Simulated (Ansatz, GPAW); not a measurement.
# CN in line between two Na chains: relaxation, then transmission at several levels

How well does CN in line between two Na chains conduct once its atoms have relaxed, and how much do cheaper levels lose?

Program: GPAW 26.7.0 and Ansatz 0.2.0. Level of theory: Ansatz plane waves; relaxation of the junction with the lead ends held; PAW set soft_1, in the first sound run; inputs show where later runs differ. Results are calculated unless marked as measured.

### Step 1. Set-up

The cell holds 16 atoms: 14 Na, 1 C and 1 N. Cell: a = 9.000 Å, b = 9.000 Å, c = 48.344 Å, α = 90.0°, β = 90.0°, γ = 90.0°. Regions: left lead, 7 atoms (7 Na); channel, 2 atoms (1 C and 1 N); right lead, 7 atoms (7 Na). Vacuum lies along a and b. The structure is stacked along c, and the current runs across the ab planes.

### Step 2. Relaxation

Transmission follows bond lengths closely, so the atoms between the held lead ends are relaxed first, from a slightly shaken start that lets symmetry break.

input.yaml reads:

```yaml
crystal:
  lattice:
    - [9.0, 0.0, 0.0]
    - [0.0, 9.0, 0.0]
    - [0.0, 0.0, 48.3443]
  atoms:
    - { symbol: Na, position: [0.5, 0.5, 0.034130187] }
    - { symbol: Na, position: [0.5, 0.5, 0.102390561] }
    - { symbol: Na, position: [0.5, 0.5, 0.1706509351] }
    - { symbol: Na, position: [0.5, 0.5, 0.2389113091] }
    - { symbol: Na, position: [0.5, 0.5, 0.3071716831] }
    - { symbol: Na, position: [0.4980175877, 0.5021026116, 0.3760770272] }
    - { symbol: Na, position: [0.5034364058, 0.506059487, 0.4434534023] }
    - { symbol: C, position: [0.501813924, 0.4987792611, 0.4871609382] }
    - { symbol: "N", position: [0.4976538029, 0.5004538745, 0.5118854706] }
    - { symbol: Na, position: [0.4993617633, 0.5037341669, 0.556661562] }
    - { symbol: Na, position: [0.5019078122, 0.5011504081, 0.6244591757] }
    - { symbol: Na, position: [0.5, 0.5, 0.6928283169] }
    - { symbol: Na, position: [0.5, 0.5, 0.7610886909] }
    - { symbol: Na, position: [0.5, 0.5, 0.8293490649] }
    - { symbol: Na, position: [0.5, 0.5, 0.897609439] }
    - { symbol: Na, position: [0.5, 0.5, 0.965869813] }
kpoints:
  mp_grid: { grid: [1, 1, 2] }
hamiltonian:
  xc: pbe
  pseudopotentials: { kind: paw, azcp: { folder: soft_1 } }
scf:
  occupations: { method: fermi_dirac, width: 0.1 }
relax:
  f_tol: 0.03
  max_steps: 80
  constraints: [{ sites: [0, 1, 2, 3, 4, 11, 12, 13, 14, 15] }]
```

The run is started by

```bash
$ ansatz run input.yaml --threads 4 --pin off --max-ram 8192MiB --backend cpu --events-out ev --progress --plain --runs-dir out
```

Numbers of over 12 decimals in the logs are rounded to 6 here.

The log of the run:

```text
Engine: ansatz 0.2.0, aarch64-unknown-linux-gnu
Pseudopotentials: kind: paw
Pseudopotential: Na, paw, valence charge 9, recommended cutoff 420 eV (normal), soft_1/Na.paw.azcp
Pseudopotential: C, paw, valence charge 4, recommended cutoff 420 eV (normal), soft_1/C.paw.azcp
Pseudopotential: N, paw, valence charge 5, recommended cutoff 420 eV (normal), soft_1/N.paw.azcp
Functional definition: PBE
  parameter kappa = 0.804
  parameter beta = 0.066725
  exchange = pbe_x(kappa = kappa, mu = beta*pi^2/3)
  correlation = pbe_c(beta = beta)
Crystal: 16 atoms, lattice volume = 3915.888 Å³
Basis set: ecut = 420 eV, 76525 PW (Γ), exchange–correlation on 128×128×648 points (8 copies of the dense FFT grid, shifted against one another)
Bands: 84, of which v1, the nominal top of the filled ones, is band 68 counted from 1 (67 counted from 0)
Symmetry: 1 space group operations
Space group: P1 (ITA 1), of the structure as read, at distance tolerance 1.6e-4 Å
k-points: 2
Non-local potential: Na, projectors of the file, l = 0: 3, l = 1: 2, l = 2: 1
Non-local potential: C, projectors of the file, l = 0: 2, l = 1: 2, l = 2: 1
Non-local potential: N, projectors of the file, l = 0: 2, l = 1: 2, l = 2: 1
PAW form: soft (Blöchl's): semilocal exchange-correlation on the pseudo side does not see the compensation charge
PAW one-centre angular grid: Na, 110 points (default); XC on 64 Gauss nodes
PAW one-centre angular grid: C, 110 points (default); XC on 64 Gauss nodes
PAW one-centre angular grid: N, 110 points (default); XC on 64 Gauss nodes
Initial density: superposition of atomic densities (neutral atoms: chi_scale 0, normalization atom)
Initial wavefunctions: pseudopotential atomic-orbital guess
Functional: x = pbe(κ = 0.804, μ = 0.219515), c = pbe(β = 0.066725)
SCF iter   1: F=—  HF=-21442.918843 eV  |F-HF|=—  |Δ(HF+E_count)|=         —  Δρ=2.93e-2  dr2=1.64e2  ethr=3.10e-3  ⟨swp⟩=21.5  Hψ=962  notcnv=0
preconditioner: auto → LDOS  [metal: Δε(μ)=0.190 eV  Ē_g=2.089 eV  σ=0.100 eV  W_gap=0.40  n_scr=226 (ndim 8)  ℏωp=2.1 eV  f_vac=0.639  D(μ)=12.05/eV (n_scr^D=30)  β→1.0]
SCF iter   2: F=—  HF=-21473.524410 eV  |F-HF|=—  |Δ(HF+E_count)|=    3.06e1  Δρ=4.85e-2  dr2=6.24e2  ethr=3.10e-3  ⟨swp⟩=11.5  Hψ=601  notcnv=0  defer=1  recentre
SCF iter   3: F=—  HF=-21437.166493 eV  |F-HF|=—  |Δ(HF+E_count)|=    3.64e1  Δρ=7.22e-3  dr2=1.38e0  ethr=3.10e-3  ⟨swp⟩=7.0  Hψ=437  notcnv=0  defer=3
SCF iter   4: F=—  HF=-21436.956349 eV  |F-HF|=—  |Δ(HF+E_count)|=   2.10e-1  Δρ=4.25e-3  dr2=3.36e-1  ethr=1.02e-3  ⟨swp⟩=5.0  Hψ=283  notcnv=0
SCF iter   5: F=—  HF=-21437.024401 eV  |F-HF|=—  |Δ(HF+E_count)|=   6.81e-2  Δρ=3.22e-3  dr2=5.92e-1  ethr=2.49e-4  ⟨swp⟩=2.0  Hψ=250  notcnv=0
SCF iter   6: F=—  HF=-21436.922986 eV  |F-HF|=—  |Δ(HF+E_count)|=   1.01e-1  Δρ=7.38e-4  dr2=3.87e-2  ethr=2.49e-4  ⟨swp⟩=2.0  Hψ=227  notcnv=0
SCF iter   7: F=—  HF=-21436.923898 eV  |F-HF|=—  |Δ(HF+E_count)|=   9.12e-4  Δρ=4.93e-4  dr2=1.95e-2  ethr=2.86e-5  ⟨swp⟩=2.0  Hψ=192  notcnv=0
SCF iter   8: F=—  HF=-21436.921172 eV  |F-HF|=—  |Δ(HF+E_count)|=   2.73e-3  Δρ=3.17e-4  dr2=6.02e-3  ethr=1.44e-5  ⟨swp⟩=2.0  Hψ=181  notcnv=0
SCF iter   9: F=—  HF=-21436.919559 eV  |F-HF|=—  |Δ(HF+E_count)|=   1.61e-3  Δρ=7.04e-5  dr2=5.80e-4  ethr=4.46e-6  ⟨swp⟩=2.0  Hψ=195  notcnv=0
SCF iter  10: F=—  HF=-21436.919548 eV  |F-HF|=—  |Δ(HF+E_count)|=   1.06e-5  Δρ=4.26e-5  dr2=5.35e-4  ethr=4.29e-7  ⟨swp⟩=2.0  Hψ=288  notcnv=0
SCF iter  11: F=—  HF=-21436.919481 eV  |F-HF|=—  |Δ(HF+E_count)|=   6.73e-5  Δρ=1.43e-5  dr2=2.36e-5  ethr=3.96e-7  ⟨swp⟩=2.0  Hψ=190  notcnv=0
SCF iter  12: F=-21436.919483 eV  HF=-21436.919483 eV  |F-HF|=6.38e-7  |Δ(HF+E_count)|=   2.37e-6  Δρ=5.09e-6  dr2=1.97e-6  ethr=1.67e-8  ⟨swp⟩=5.0  Hψ=479  notcnv=0
SCF 1 converged in 12 iterations: F = -21436.919483 eV  dr2 = 1.97e-6
  greatest PAW one-centre occupation: 0.999 electrons in one spin orbital (limit 2), on the Na atom at site 6 (counted from 0), in its partial waves of l = 0
relax step   1: F+E_penalty+E_count = -21436.91948264 eV  Δ(F+E_penalty+E_count) = +0.000e0 eV  max|allowed force component| = 4.087e0 eV/Å  Δτ_max = 0.0000 Å  (12 SCF iters, dr2 threshold 2.25e-5 eV, accepted)
Initial density: handed on by an earlier stage of this run
Initial wavefunctions: those handed on with the density
iter 1 solved again at ethr=5.28e-5 eV; its pass at ethr=3.10e-3 eV (dr2=7.13e-2 eV) is discarded
SCF iter   1: F=—  HF=-21437.099355 eV  |F-HF|=—  |Δ(HF+E_count)|=         —  Δρ=1.81e-3  dr2=7.65e-2  ethr=5.28e-5  ⟨swp⟩=2.0  Hψ=506  notcnv=0
preconditioner: auto → LDOS  [metal: Δε(μ)=0.253 eV  Ē_g=2.152 eV  σ=0.100 eV  W_gap=0.44  n_scr=226 (ndim 8)  ℏωp=2.1 eV  f_vac=0.675  D(μ)=8.36/eV (n_scr^D=8)  β→1.0]
SCF iter   2: F=—  HF=-21437.155725 eV  |F-HF|=—  |Δ(HF+E_count)|=   5.64e-2  Δρ=2.73e-3  dr2=3.79e-1  ethr=5.28e-5  ⟨swp⟩=4.0  Hψ=236  notcnv=0
SCF iter   3: F=—  HF=-21437.088337 eV  |F-HF|=—  |Δ(HF+E_count)|=   6.74e-2  Δρ=6.62e-4  dr2=2.49e-2  ethr=5.28e-5  ⟨swp⟩=3.0  Hψ=212  notcnv=0
SCF iter   4: F=—  HF=-21437.083706 eV  |F-HF|=—  |Δ(HF+E_count)|=   4.63e-3  Δρ=7.39e-5  dr2=5.60e-4  ethr=1.84e-5  ⟨swp⟩=2.0  Hψ=178  notcnv=0
SCF iter   5: F=-21437.083574 eV  HF=-21437.083624 eV  |F-HF|=5.07e-5  |Δ(HF+E_count)|=   8.18e-5  Δρ=1.50e-5  dr2=8.37e-5  ethr=7.41e-8  ⟨swp⟩=4.0  Hψ=512  notcnv=0
SCF 2 converged in 5 iterations: F = -21437.083574 eV  dr2 = 8.37e-5
relax step   2: F+E_penalty+E_count = -21437.08357372 eV  Δ(F+E_penalty+E_count) = -1.641e-1 eV  max|allowed force component| = 6.904e-1 eV/Å  Δτ_max = 0.0579 Å  (5 SCF iters, dr2 threshold 1.00e-4 eV, accepted)
SCF iter   1: F=—  HF=-21437.133220 eV  |F-HF|=—  |Δ(HF+E_count)|=         —  Δρ=1.56e-3  dr2=5.30e-2  ethr=6.53e-4  ⟨swp⟩=4.5  Hψ=313  notcnv=0
preconditioner: auto → LDOS  [metal: Δε(μ)=0.253 eV  Ē_g=3.282 eV  σ=0.100 eV  W_gap=0.43  n_scr=226 (ndim 8)  ℏωp=2.6 eV  f_vac=0.676  D(μ)=8.31/eV (n_scr^D=8)  β→1.0]
SCF iter   2: F=—  HF=-21437.175445 eV  |F-HF|=—  |Δ(HF+E_count)|=   4.22e-2  Δρ=2.30e-3  dr2=2.80e-1  ethr=3.93e-5  ⟨swp⟩=3.0  Hψ=240  notcnv=0
SCF iter   3: F=—  HF=-21437.126467 eV  |F-HF|=—  |Δ(HF+E_count)|=   4.90e-2  Δρ=4.97e-4  dr2=1.24e-2  ethr=3.93e-5  ⟨swp⟩=3.0  Hψ=200  notcnv=0
SCF iter   4: F=—  HF=-21437.124547 eV  |F-HF|=—  |Δ(HF+E_count)|=   1.92e-3  Δρ=4.91e-5  dr2=1.60e-4  ethr=9.21e-6  ⟨swp⟩=2.0  Hψ=204  notcnv=0
SCF iter   5: F=-21437.124539 eV  HF=-21437.124545 eV  |F-HF|=6.04e-6  |Δ(HF+E_count)|=   2.06e-6  Δρ=1.38e-5  dr2=2.73e-5  ethr=2.21e-8  ⟨swp⟩=4.0  Hψ=564  notcnv=0
SCF 3 converged in 5 iterations: F = -21437.124539 eV  dr2 = 2.73e-5
  greatest PAW one-centre occupation: 0.999 electrons in one spin orbital (limit 2), on the Na atom at site 5 (counted from 0), in its partial waves of l = 0
relax step   3: F+E_penalty+E_count = -21437.12453866 eV  Δ(F+E_penalty+E_count) = -4.096e-2 eV  max|allowed force component| = 6.091e-2 eV/Å  Δτ_max = 0.0631 Å  (5 SCF iters, dr2 threshold 2.98e-5 eV, accepted)
[... from here on, the SCF cycles and remarks between the steps are left out ...]
relax step   4: F+E_penalty+E_count = -21437.12680333 eV  Δ(F+E_penalty+E_count) = -2.265e-3 eV  max|allowed force component| = 3.137e-2 eV/Å  Δτ_max = 0.0268 Å  (8 SCF iters, accepted)
relax step   5: F+E_penalty+E_count = -21437.13259117 eV  Δ(F+E_penalty+E_count) = -5.788e-3 eV  max|allowed force component| = 2.483e-2 eV/Å  Δτ_max = 0.2000 Å  (8 SCF iters, accepted)
relax step   6: F+E_penalty+E_count = -21437.13453367 eV  Δ(F+E_penalty+E_count) = -1.942e-3 eV  max|allowed force component| = 2.827e-2 eV/Å  Δτ_max = 0.0424 Å  (7 SCF iters, accepted)
relax step   7: F+E_penalty+E_count = -21437.13695647 eV  Δ(F+E_penalty+E_count) = -2.423e-3 eV  max|allowed force component| = 3.202e-2 eV/Å  Δτ_max = 0.0478 Å  (7 SCF iters, accepted)
relax step   8: F+E_penalty+E_count = -21437.14990749 eV  Δ(F+E_penalty+E_count) = -1.295e-2 eV  max|allowed force component| = 4.379e-2 eV/Å  Δτ_max = 0.1937 Å  (7 SCF iters, dr2 threshold 1.03e-6 eV, accepted)
relax step   9: F+E_penalty+E_count = -21437.15577486 eV  Δ(F+E_penalty+E_count) = -5.867e-3 eV  max|allowed force component| = 4.774e-2 eV/Å  Δτ_max = 0.0757 Å  (6 SCF iters, dr2 threshold 1.92e-6 eV, accepted)
relax step  10: F+E_penalty+E_count = -21437.16238656 eV  Δ(F+E_penalty+E_count) = -6.612e-3 eV  max|allowed force component| = 5.053e-2 eV/Å  Δτ_max = 0.0795 Å  (6 SCF iters, dr2 threshold 2.28e-6 eV, accepted)
relax step  11: F+E_penalty+E_count = -21437.17983412 eV  Δ(F+E_penalty+E_count) = -1.745e-2 eV  max|allowed force component| = 5.042e-2 eV/Å  Δτ_max = 0.1923 Å  (6 SCF iters, dr2 threshold 2.55e-6 eV, accepted)
relax step  12: F+E_penalty+E_count = -21437.18723891 eV  Δ(F+E_penalty+E_count) = -7.405e-3 eV  max|allowed force component| = 5.005e-2 eV/Å  Δτ_max = 0.0861 Å  (6 SCF iters, dr2 threshold 2.53e-6 eV, accepted)
relax step  13: F+E_penalty+E_count = -21437.20363399 eV  Δ(F+E_penalty+E_count) = -1.640e-2 eV  max|allowed force component| = 3.854e-2 eV/Å  Δτ_max = 0.1986 Å  (7 SCF iters, dr2 threshold 2.47e-6 eV, accepted)
relax step  14: F+E_penalty+E_count = -21437.21589120 eV  Δ(F+E_penalty+E_count) = -1.226e-2 eV  max|allowed force component| = 2.242e-2 eV/Å  Δτ_max = 0.1964 Å  (9 SCF iters, accepted)
SCF iter   1: F=—  HF=-21437.222848 eV  |F-HF|=—  |Δ(HF+E_count)|=         —  Δρ=1.04e-3  dr2=3.51e-2  ethr=2.28e-4  ⟨swp⟩=8.5  Hψ=537  notcnv=0
preconditioner: auto → LDOS  [metal: Δε(μ)=0.259 eV  Ē_g=3.234 eV  σ=0.100 eV  W_gap=0.44  n_scr=226 (ndim 8)  ℏωp=2.6 eV  f_vac=0.670  D(μ)=8.28/eV (n_scr^D=8)  β→1.0]
SCF iter   2: F=—  HF=-21437.238091 eV  |F-HF|=—  |Δ(HF+E_count)|=   1.52e-2  Δρ=1.25e-3  dr2=8.52e-2  ethr=2.60e-5  ⟨swp⟩=3.0  Hψ=226  notcnv=0  recentre
SCF iter   3: F=—  HF=-21437.223964 eV  |F-HF|=—  |Δ(HF+E_count)|=   1.41e-2  Δρ=5.46e-4  dr2=1.14e-2  ethr=2.60e-5  ⟨swp⟩=3.0  Hψ=186  notcnv=0
SCF iter   4: F=—  HF=-21437.222522 eV  |F-HF|=—  |Δ(HF+E_count)|=   1.44e-3  Δρ=8.00e-5  dr2=3.99e-4  ethr=8.41e-6  ⟨swp⟩=2.0  Hψ=178  notcnv=0
SCF iter   5: F=—  HF=-21437.222685 eV  |F-HF|=—  |Δ(HF+E_count)|=   1.63e-4  Δρ=1.89e-5  dr2=3.70e-5  ethr=2.96e-7  ⟨swp⟩=2.0  Hψ=196  notcnv=0
SCF iter   6: F=—  HF=-21437.223025 eV  |F-HF|=—  |Δ(HF+E_count)|=   3.40e-4  Δρ=7.48e-6  dr2=5.64e-6  ethr=2.74e-8  ⟨swp⟩=2.0  Hψ=304  notcnv=0
SCF iter   7: F=—  HF=-21437.223027 eV  |F-HF|=—  |Δ(HF+E_count)|=   1.21e-6  Δρ=2.37e-6  dr2=4.41e-7  ethr=4.18e-9  ⟨swp⟩=2.0  Hψ=198  notcnv=0
SCF iter   8: F=—  HF=-21437.223027 eV  |F-HF|=—  |Δ(HF+E_count)|=   2.49e-7  Δρ=1.13e-6  dr2=1.39e-7  ethr=7.41e-11  ⟨swp⟩=6.0  Hψ=585  notcnv=0
SCF iter   9: F=-21437.223027 eV  HF=-21437.223027 eV  |F-HF|=2.83e-8  |Δ(HF+E_count)|=   1.02e-9  Δρ=2.88e-7  dr2=3.62e-8  ethr=7.41e-11  ⟨swp⟩=5.0  Hψ=480  notcnv=0
SCF 15 converged in 9 iterations: F = -21437.223027 eV  dr2 = 3.62e-8
relax step  15: F+E_penalty+E_count = -21437.22302682 eV  Δ(F+E_penalty+E_count) = -7.136e-3 eV  max|allowed force component| = 2.480e-2 eV/Å  Δτ_max = 0.1900 Å  (9 SCF iters, accepted)
SCF converged after 9 iterations
Free energy (F): -21437.223027 eV
Harris-Foulkes:  -21437.223027 eV  (|F-HF|=2.83e-8)
Internal energy: -21436.949299 eV  (E = F + TS)
E sigma→0 (E₀):  -21437.086163 eV
Entropy (-TS):   -0.273728 eV (-17.108 meV/atom)
Fermi energy:    -2.314087 eV
--- Per-component energies (eV) ---
  E_band       = -4022.186551
  E_kinetic    = 1784.722870
  E_local      = -32989.976770  (includes V_loc(G=0)·N_el)
  E_nonlocal   = 3954.585869
  E_hartree    = 12707.826598
  E_xc         = -601.740146
  E_vxc        = -768.636247  (∫ρ·V_xc dr)
  E_paw        = -4338.009551  (= ΣΔE_a)
  E_vpaw       = -1418.534736  (= ΣTr[D̂ρ^β])
  E_aug_tail   = 0.001118  (compensation charges beyond the density's cutoff)
  E_ewald      = -1954.359286
  E_smearing   = -0.273728  (= −TS)
  E_closure    = 0.000000  (closes the sum)
  Σ components = -21437.223027   (vs F -21437.223027, Δ=0.00e0)
--- Forces (eV/Å), atoms counted from 1 ---
  atom   1  Na    -0.00000784     0.00000228    -0.00474423
  atom   2  Na    -0.00005353     0.00001616     0.00520327
  atom   3  Na     0.00128258    -0.00039252    -0.00609153
  atom   4  Na    -0.00628473     0.00198712     0.00664081
  atom   5  Na     0.01401550    -0.00426362     0.09907085
  atom   6  Na    -0.00537077     0.00172361     0.00020566
  atom   7  Na    -0.01014172     0.00197255    -0.01020092
  atom   8  C     -0.00166877     0.00081964     0.02479887
  atom   9  N     -0.00181729    -0.00084848    -0.01789883
  atom  10  Na     0.01364030    -0.00086225    -0.00059684
  atom  11  Na     0.00388713    -0.00036700    -0.00117828
  atom  12  Na    -0.01218577     0.00050454    -0.09199370
  atom  13  Na     0.00580188    -0.00033805    -0.00963858
  atom  14  Na    -0.00114012     0.00007004     0.00733943
  atom  15  Na     0.00004512    -0.00000302    -0.00575383
  atom  16  Na     0.00000733    -0.00000060     0.00489295
  max |Σ_I F_I| component: 5.51e-5 eV/Å
--- Relaxed structure (15 steps of the walk, 15 accepted, 0 SCFs on fresh bases) ---
  F+E_penalty+E_count = -21437.22302682 eV   max|allowed force component| = 2.480e-2 eV/Å
  atoms:
    - { symbol: Na, position: [0.5, 0.5, 0.034130187] }
    - { symbol: Na, position: [0.5, 0.5, 0.102390561] }
    - { symbol: Na, position: [0.5, 0.5, 0.1706509351] }
    - { symbol: Na, position: [0.5, 0.5, 0.2389113091] }
    - { symbol: Na, position: [0.5, 0.5, 0.3071716831] }
    - { symbol: Na, position: [0.336775, 0.549725, 0.370826] }
    - { symbol: Na, position: [0.481361, 0.505672, 0.438170] }
    - { symbol: C, position: [0.501433, 0.498887, 0.487407] }
    - { symbol: N, position: [0.505712, 0.497649, 0.511635] }
    - { symbol: Na, position: [0.520743, 0.496555, 0.558233] }
    - { symbol: Na, position: [0.648177, 0.491014, 0.626982] }
    - { symbol: Na, position: [0.5, 0.5, 0.6928283169] }
    - { symbol: Na, position: [0.5, 0.5, 0.761089] }
    - { symbol: Na, position: [0.5, 0.5, 0.8293490649] }
    - { symbol: Na, position: [0.5, 0.5, 0.897609439] }
    - { symbol: Na, position: [0.5, 0.5, 0.965869813] }
```

It took 1.8 min on 4 threads of Arm Neoverse V2, shared host; peak memory 3.6 GiB.

This run has no spin polarisation although its electron count is odd.

The steps of the relaxation:

```csv
step,energy less that of the first step (eV),largest force component (eV/Å)
1,0.0000,4.0870
2,-0.1641,0.6904
3,-0.2051,0.0609
4,-0.2073,0.0314
5,-0.2131,0.0248
6,-0.2151,0.0283
7,-0.2175,0.0320
8,-0.2304,0.0438
9,-0.2363,0.0477
10,-0.2429,0.0505
11,-0.2604,0.0504
12,-0.2678,0.0500
13,-0.2842,0.0385
14,-0.2964,0.0224
15,-0.3035,0.0248
```

The atoms that moved most (Å):

```csv
atom,dx,dy,dz,length
Na6,-1.451,0.429,-0.254,1.534
Na11,1.316,-0.091,0.122,1.325
Na7,-0.199,-0.003,-0.255,0.324
Na10,0.192,-0.065,0.076,0.217
N9,0.073,-0.025,-0.012,0.078
C8,-0.003,0.001,0.012,0.012
```

Numbers from this step:

```
free energy         : -21437.2230 eV
smearing term TS    : 0.2737 eV
symmetry operations : 1
```

The relaxation lowered the energy of the cell by 0.304 eV.

(Continued in part 2 of 3.)

[Logs are printed without paths, hosts, clocks, repeated set-up lines and the standing remarks that a program may print on its own settings, such as how far it seeks lower states.]

[Hosts, paths, dates, database ids (printed as entryN), source tags and the programs' standing remarks are cut or masked in the printed files.]
